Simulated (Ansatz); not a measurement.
# Grüneisen parameters and expansion of BeS (F-43m)

Aim: how the vibrations of BeS shift with volume, and the expansion that follows.

What experiment has found for this phase:
- heat capacity C_P per formula unit 34.2 J/mol/K and bulk modulus 105 GPa near room temperature (given in “High-Throughput Prediction of Finite-Temperature Properties using the Quasi-Harmonic Approximation”, 2016, arXiv:1603.06924)

Main program and level: Ansatz 0.2.0; DFT PBE, scalar-relativistic, plane waves, PAW.

The database entry behind the starting cell differs from later determinations by our own check (0.1 to 0.3 % short, probably kX units), so it need not match the best structure at ambient conditions.

## Step 1: The starting structure

The structure is cubic, space group F-43m (No. 216). Conventional cell: a = 4.850 Å, b = 4.850 Å, c = 4.850 Å, α = 90.00°, β = 90.00°, γ = 90.00°. Nearest to Be lie 4 S at 2.10 Å. S has 4 Be at 2.10 Å nearest. Farther neighbours and most contacts between anions are not listed.

## Step 2: Probe on a coarse mesh

A cheap single point shows whether the cell is a metal or an insulator and how far it is from rest; that sets the k-mesh and the occupations of what follows.

File input.yaml:

```yaml
crystal:
  lattice:
    - [0.0, 2.425, 2.425]
    - [2.425, 0.0, 2.425]
    - [2.425, 2.425, 0.0]
  atoms:
    - { symbol: Be, position: [0.0, 0.0, 0.0] }
    - { symbol: S, position: [0.25, 0.25, 0.25] }
kpoints:
  mp_grid: { grid: [6, 6, 6] }
hamiltonian:
  xc: pbe
scf:
  occupations: { method: gaussian, width: 0.1 }
output:
  forces: true
  stress: true
  eigenvalues: true
```

Started as:

```bash
$ ansatz run input.yaml --threads 2 --pin off --max-ram 5120MiB --backend cpu --events-out ev --progress --plain --runs-dir out
```

Numbers of over 12 decimals in the logs are rounded to 6 here.

Output:

```text
Engine: ansatz 0.2.0, aarch64-unknown-linux-gnu
Pseudopotentials: kind: paw
Pseudopotential: Be, paw, valence charge 2, recommended cutoff 420 eV (normal), Be.paw.azcp
Pseudopotential: S, paw, valence charge 6, recommended cutoff 420 eV (normal), S.paw.azcp
Functional definition: PBE
  parameter kappa = 0.804
  parameter beta = 0.066725
  exchange = pbe_x(kappa = kappa, mu = beta*pi^2/3)
  correlation = pbe_c(beta = beta)
Crystal: 2 atoms, lattice volume = 28.521 Å³
Basis set: ecut = 420 eV, 537 PW (Γ), exchange–correlation on 48×48×48 points (8 copies of the dense FFT grid, shifted against one another)
Bands: 8, of which v1, the nominal top of the filled ones, is band 4 counted from 1 (3 counted from 0)
Symmetry: 24 space group operations
Space group: F-43m (ITA 216), of the structure as read, at distance tolerance 3.1e-5 Å
k-points: 16 of 216 (time reversal used)
Non-local potential: Be, projectors of the file, l = 0: 2, l = 1: 2, l = 2: 1
Non-local potential: S, projectors of the file, l = 0: 2, l = 1: 2, l = 2: 2
PAW form: soft (Blöchl's): semilocal exchange-correlation on the pseudo side does not see the compensation charge
PAW one-centre angular grid: Be, 110 points (default); XC on 64 Gauss nodes
PAW one-centre angular grid: S, 110 points (default); XC on 64 Gauss nodes
Initial density: superposition of atomic densities (neutral atoms: chi_scale 0, normalization atom), corrected by the library's trained network
Initial wavefunctions: pseudopotential atomic-orbital guess
Functional: x = pbe(κ = 0.804, μ = 0.219515), c = pbe(β = 0.066725)
SCF iter   1: F=—  HF=-996.960928 eV  |F-HF|=—  |Δ(HF+E_count)|=         —  Δρ=7.33e-4  dr2=1.46e-4  ethr=1.77e-3  ⟨swp⟩=5.2  Hψ=1047  notcnv=0
preconditioner: auto → none  [insulator: Δε(μ)=3.109 eV  Ē_g=12.793 eV  σ=0.100 eV  W_gap=1.00  n_scr=0 (ndim 8)  ℏωp=19.7 eV  f_vac=0.000  D(μ)=0.00/eV (n_scr^D=0)  ε∞_Penn≈3.4]
SCF iter   2: F=—  HF=-996.960506 eV  |F-HF|=—  |Δ(HF+E_count)|=   4.22e-4  Δρ=4.39e-4  dr2=4.72e-5  ethr=1.82e-6  ⟨swp⟩=2.3  Hψ=317  notcnv=0
SCF iter   3: F=—  HF=-996.960546 eV  |F-HF|=—  |Δ(HF+E_count)|=   3.96e-5  Δρ=1.68e-4  dr2=3.18e-6  ethr=5.90e-7  ⟨swp⟩=2.2  Hψ=183  notcnv=0
SCF iter   4: F=—  HF=-996.960575 eV  |F-HF|=—  |Δ(HF+E_count)|=   2.91e-5  Δρ=5.78e-5  dr2=5.45e-7  ethr=3.97e-8  ⟨swp⟩=2.4  Hψ=186  notcnv=0
iter 5 did not close the SCF: its close was put off for the readings that it lacked (scf_convergence_deferred on its scf_iter line)
SCF iter   5: F=-996.960579 eV  HF=-996.960579 eV  |F-HF|=4.21e-8  |Δ(HF+E_count)|=   4.67e-6  Δρ=1.61e-5  dr2=8.36e-8  ethr=6.81e-9  ⟨swp⟩=2.5  Hψ=193  notcnv=0
SCF iter   6: F=-996.960579 eV  HF=-996.960579 eV  |F-HF|=1.10e-9  |Δ(HF+E_count)|=   7.11e-8  Δρ=2.69e-6  dr2=2.50e-9  ethr=1.05e-9  ⟨swp⟩=2.2  Hψ=461  notcnv=0
SCF 1 converged in 6 iterations: F = -996.960579 eV  dr2 = 2.50e-9
  greatest PAW one-centre occupation: 0.849 electrons in one spin orbital (limit 2), on the S atom at site 1 (counted from 0), in its partial waves of l = 0
SCF converged after 6 iterations
Free energy (F): -996.960579 eV
Harris-Foulkes:  -996.960579 eV  (|F-HF|=1.10e-9)
Internal energy: -996.960579 eV  (E = F + TS)
E sigma→0 (E₀):  -996.960579 eV
Fermi energy:    6.896060 eV
--- Per-component energies (eV) ---
  E_band       = 1.506427
  E_kinetic    = 128.379416
  E_local      = -115.677071  (includes V_loc(G=0)·N_el)
  E_nonlocal   = 32.782271
  E_hartree    = 35.649793
  E_xc         = -117.326546
  E_vxc        = -108.855831  (∫ρ·V_xc dr)
  E_paw        = -659.948053  (= ΣΔE_a)
  E_vpaw       = -6.421682  (= ΣTr[D̂ρ^β])
  E_aug_tail   = 0.000001  (compensation charges beyond the density's cutoff)
  E_ewald      = -300.820390
  E_smearing   = -0.000000  (= −TS)
  E_closure    = -0.000000  (closes the sum)
  Σ components = -996.960579   (vs F -996.960579, Δ=0.00e0)
--- Forces (eV/Å), atoms counted from 1 ---
  atom   1  Be     0.00000000    -0.00000000    -0.00000000
  atom   2  S      0.00000000    -0.00000000     0.00000000
  max |Σ_I F_I| component: 3.91e-16 eV/Å
--- Stress (GPa, compression-positive) ---
        1.583605      -0.000000      -0.000000
       -0.000000       1.583605       0.000000
       -0.000000       0.000000       1.583605
  P = ⅓ Tr σ = 1.5836 GPa (15.836 kbar)
--- Band table (eV; the first three rows and the last of 16) ---
  k-point 0: bands = ["-8.3501", "5.3417", "5.3417", "5.3417", "10.9922", "10.9922", "10.9922", "11.2289"]
  k-point 1: bands = ["-8.0395", "3.4529", "5.0156", "5.0156", "10.9207", "11.5556", "11.5556", "13.2017"]
  k-point 2: bands = ["-7.2645", "0.7821", "4.5123", "4.5123", "10.8474", "11.9778", "11.9778", "15.7373"]
  k-point 15: bands = ["-6.1562", "0.7428", "1.9243", "2.1509", "10.4835", "11.9839", "15.3478", "15.7699"]
```

Elapsed: 0.37 s, on 2 threads of Arm Neoverse V2, shared host; peak memory 0.24 GiB.

A gap read on the k-mesh alone can miss the band edges.

This step gave:

* pressure: 1.584 GPa
* gap on the k-mesh: 3.109 eV
* volume per atom: 14.26 Å³

The start is under 1.6 GPa at this level and looks like an insulator or semiconductor on this mesh.

## Step 3: Finding the static equilibrium

Phonons are second derivatives about a minimum, so cell and atoms are relaxed first, inside the symmetry of the start.

input.yaml, the sections that differ from step 2:

```yaml
kpoints:
  mp_grid: { grid: [8, 8, 8] }
scf:
  occupations: { method: gaussian, width: 0.02 }
relax:
  adjacent_minimum: "off"
  f_tol: 0.005
  max_steps: 80
  cell: { stress_tol: 0.05 }
# crystal, hamiltonian, output: as in step 2
```

Output:

```text
[...]
Crystal: 2 atoms, lattice volume = 28.521 Å³
Basis set: ecut = 420 eV, 537 PW (Γ), exchange–correlation on 48×48×48 points (8 copies of the dense FFT grid, shifted against one another)
Bands: 8, of which v1, the nominal top of the filled ones, is band 4 counted from 1 (3 counted from 0)
Symmetry: 24 space group operations
[...]
k-points: 29 of 512 (time reversal used)
[...]
SCF iter   1: F=—  HF=-996.963645 eV  |F-HF|=—  |Δ(HF+E_count)|=         —  Δρ=7.58e-4  dr2=1.58e-4  ethr=1.77e-3  ⟨swp⟩=5.6  Hψ=1930  notcnv=0
[...]
SCF iter   6: F=-996.963258 eV  HF=-996.963258 eV  |F-HF|=4.90e-10  |Δ(HF+E_count)|=   1.03e-8  Δρ=1.59e-6  dr2=8.47e-10  ethr=6.11e-10  ⟨swp⟩=2.1  Hψ=824  notcnv=0
SCF 1 converged in 6 iterations: F = -996.963258 eV  dr2 = 8.47e-10
[...]
relax step   1: F+E_penalty+E_count = -996.96325840 eV  Δ(F+E_penalty+E_count) = +0.000e0 eV  max|allowed force component| = 1.584e-16 eV/Å  Δτ_max = 0.0000 Å  P = +1.545 GPa  Ω = 28.521 Å³  (6 SCF iters, dr2 threshold 1.00e-7 eV, accepted)
Crystal: 2 atoms, lattice volume = 28.787 Å³
[...]
iter 1 solved again at ethr=2.63e-6 eV; its pass at ethr=3.10e-3 eV (dr2=2.11e-4 eV) is discarded
[...]
SCF iter   4: F=-996.965051 eV  HF=-996.965051 eV  |F-HF|=5.69e-8  |Δ(HF+E_count)|=   1.68e-8  Δρ=1.76e-5  dr2=5.61e-8  ethr=2.50e-9  ⟨swp⟩=5.1  Hψ=1189  notcnv=0
SCF 2 converged in 4 iterations: F = -996.965051 eV  dr2 = 5.61e-8
relax step   2: F+E_penalty+E_count = -996.96505076 eV  Δ(F+E_penalty+E_count) = -1.792e-3 eV  max|allowed force component| = 9.714e-17 eV/Å  Δτ_max = 0.0000 Å  P = +0.643 GPa  Ω = 28.787 Å³  energy of the carried Pulay correction = -1.768e-5 eV  (4 SCF iters, dr2 threshold 2.00e-7 eV, accepted)
Crystal: 2 atoms, lattice volume = 28.979 Å³
[...]
SCF iter   4: F=-996.965432 eV  HF=-996.965432 eV  |F-HF|=3.35e-8  |Δ(HF+E_count)|=   2.63e-8  Δρ=1.30e-5  dr2=3.17e-8  ethr=2.50e-9  ⟨swp⟩=5.0  Hψ=1174  notcnv=0
SCF 3 converged in 4 iterations: F = -996.965432 eV  dr2 = 3.17e-8
[...]
relax step   3: F+E_penalty+E_count = -996.96543245 eV  Δ(F+E_penalty+E_count) = -3.817e-4 eV  max|allowed force component| = 6.476e-17 eV/Å  Δτ_max = 0.0000 Å  P = +0.015 GPa  Ω = 28.979 Å³  energy of the carried Pulay correction = -3.038e-5 eV  (4 SCF iters, dr2 threshold 2.00e-7 eV, accepted)
[...]
SCF iter   1: F=—  HF=-996.965445 eV  |F-HF|=—  |Δ(HF+E_count)|=         —  Δρ=1.45e-5  dr2=3.24e-8  ethr=8.36e-7  ⟨swp⟩=2.2  Hψ=2544  notcnv=0
eigensolver tolerance schedule: the retry pair's looser diagonalisation over-reported the residual by 2062.93 of it (diagonalisation noise at 1.25 of the residual, at the tolerance the schedule requests for it); recorded, not acted on — ethr = c·dr2/N_el stays at c = 1.0e-1
[...]
SCF iter   2: F=—  HF=-996.965461 eV  |F-HF|=—  |Δ(HF+E_count)|=   1.65e-5  Δρ=8.03e-6  dr2=9.37e-9  ethr=4.05e-10  ⟨swp⟩=2.1  Hψ=354  notcnv=0
[...]
SCF iter   5: F=-996.965461 eV  HF=-996.965461 eV  |F-HF|=1.36e-12  |Δ(HF+E_count)|=  1.76e-11  Δρ=9.34e-8  dr2=3.10e-12  ethr=1.00e-12  ⟨swp⟩=5.1  Hψ=816  notcnv=0
SCF 4 converged in 5 iterations: F = -996.965461 eV  dr2 = 3.10e-12
relax step   4: F+E_penalty+E_count = -996.96546124 eV  Δ(F+E_penalty+E_count) = -2.878e-5 eV  max|allowed force component| = 8.211e-17 eV/Å  Δτ_max = 0.0000 Å  P = +0.017 GPa  Ω = 28.979 Å³  stress off target by 1.70e-2 GPa  SCF on the basis re-selected at this cell (its energy is not comparable with the rows above)  (5 SCF iters)
basis re-selected at this cell: Δ(F+E_penalty+E_count) = -2.878e-5 eV, ΔP = +0.002 GPa vs the last step (what re-selecting the basis moved, of the pressure what is left beyond the Pulay correction that the steps carried, after the strain that the cell walked since its last selection, with what the two solves' SCF thresholds leave and, on support functions, any second-order correction that the steps lacked; it is no m [...]
SCF converged after 5 iterations
Free energy (F): -996.965461 eV
[...]
Internal energy: -996.965461 eV  (E = F + TS)
E sigma→0 (E₀):  -996.965461 eV
Fermi energy:    6.730320 eV
[...]
--- Stress (GPa, compression-positive) ---
        0.017018      -0.000000      -0.000000
       -0.000000       0.017018       0.000000
       -0.000000       0.000000       0.017018
  P = ⅓ Tr σ = 0.0170 GPa (0.170 kbar)
--- Band table (eV; the first three rows and the last of 29) ---
[...]
--- Relaxed structure (3 steps of the walk, 3 accepted, 1 SCFs on fresh bases) ---
  F+E_penalty+E_count = -996.96546124 eV   max|allowed force component| = 8.211e-17 eV/Å   (the final SCF, on the basis selected at the relaxed cell)
  cell:  # Å, volume = 28.9793 Å³
    - [0, 2.437919, 2.437919]
    - [2.437919, 0, 2.437919]
    - [2.437919, 2.437919, 0]
  atoms:
    - { symbol: Be, position: [0, 0, 0] }
    - { symbol: S, position: [0.25, 0.25, 0.25] }
```

Run time: 2.1 s. Hardware: 2 threads; peak memory 0.27 GiB; 3.6 s of CPU time.

The steps of the relaxation:

```csv
step,energy less that of the first step (eV),largest force component (eV/Å),pressure (GPa),volume (Å³)
1,0.0000,0.0000,1.55,28.52
2,-0.0018,0.0000,0.64,28.79
3,-0.0022,0.0000,0.01,28.98
4*,-0.0022,0.0000,0.02,28.98
```

Relaxation steps marked * repeat the geometry before them on a plane-wave basis chosen anew for their cell, so energy and pressure can jump there.

Forces are held to the 24 operations that the run works with; a distortion that breaks them can't arise in this run.

```csv
"conventional cell, symmetrised",before,after,change
a (Å),4.850,4.876,+0.5 %
b (Å),4.850,4.876,+0.5 %
c (Å),4.850,4.876,+0.5 %
volume (Å³/atom),14.26,14.49,+1.6 %
```

Final coordinates:

```cif
data_structure
_symmetry_space_group_name_H-M 'P 1'
_symmetry_Int_Tables_number 1
_cell_length_a 3.4477
_cell_length_b 3.4477
_cell_length_c 3.4477
_cell_angle_alpha 60.000
_cell_angle_beta 60.000
_cell_angle_gamma 60.000
_cell_volume 28.98
loop_
_atom_site_label
_atom_site_type_symbol
_atom_site_fract_x
_atom_site_fract_y
_atom_site_fract_z
_atom_site_occupancy
Be1 Be 0.00000 0.00000 0.00000 1
S2 S 0.25000 0.25000 0.25000 1
```

This step gave:

* pressure: 0.01702 GPa
* gap on the k-mesh: 3.145 eV
* volume per atom: 14.49 Å³

The relaxation ends with a pressure of 0.02 GPa.

## Step 4: Relaxing to small residual forces and stress

The thresholds are tightened for a last relaxation ahead of the phonons, and where mesh or smearing change with them the cell follows.

input.yaml, the sections that differ from step 3:

```yaml
crystal:
  lattice:
    - [0.0, 2.4379188697, 2.4379188697]
    - [2.4379188697, 0.0, 2.4379188697]
    - [2.4379188697, 2.4379188697, 0.0]
  atoms:
    - { symbol: Be, position: [0.0, 0.0, 0.0] }
    - { symbol: S, position: [0.25, 0.25, 0.25] }
scf:
  occupations: { method: fixed }
relax:
  adjacent_minimum: "off"
  f_tol: 0.001
  max_steps: 60
  cell: { stress_tol: 0.01 }
# kpoints, hamiltonian, output: as in step 3
```

Output:

```text
[...]
Crystal: 2 atoms, lattice volume = 28.979 Å³
Basis set: ecut = 420 eV, 537 PW (Γ), exchange–correlation on 48×48×48 points (8 copies of the dense FFT grid, shifted against one another)
Bands: 8, of which v1, the nominal top of the filled ones, is band 4 counted from 1 (3 counted from 0)
Symmetry: 24 space group operations
[...]
k-points: 29 of 512 (time reversal used)
[...]
-0.000000       0.000000       0.007020
  P = ⅓ Tr σ = 0.0070 GPa (0.070 kbar)
--- Band table (eV; the first three rows and the last of 29) ---
[...]
--- Relaxed structure (2 steps of the walk, 2 accepted, 1 SCFs on fresh bases) ---
[...]
cell:  # Å, volume = 28.9824 Å³
    - [0, 2.438006, 2.438006]
    - [2.438006, 0, 2.438006]
    - [2.438006, 2.438006, 0]
  atoms:
    - { symbol: Be, position: [0, 0, 0] }
    - { symbol: S, position: [0.25, 0.25, 0.25] }
[key lines of the parts left out:]
SCF converged after 4 iterations
Free energy (F): -996.965461 eV
Fermi energy:    5.156696 eV
```

Run time: 1.6 s. Hardware: 2 threads; peak memory 0.27 GiB.

Little changed from the start: no atom moved by 0.005 Å and no cell edge by 0.1 %.

Numbers from this step:

| Item | Value |
| --- | --- |
| pressure | 0.007020 GPa |

The residual pressure is 0.0070 GPa, small enough for phonons.

(Continued in part 2 of 4.)

[Logs are printed without paths, hosts, clocks, repeated set-up lines and the standing remarks that a program may print on its own settings, such as how far it seeks lower states.]

[Hosts, paths, dates, database ids (printed as entryN), source tags and the programs' standing remarks are cut or masked in the printed files.]

[A step with changed settings may run another functional than the one named; its input shows which.]

[Of the runs on displaced cells, only some may be shown.]
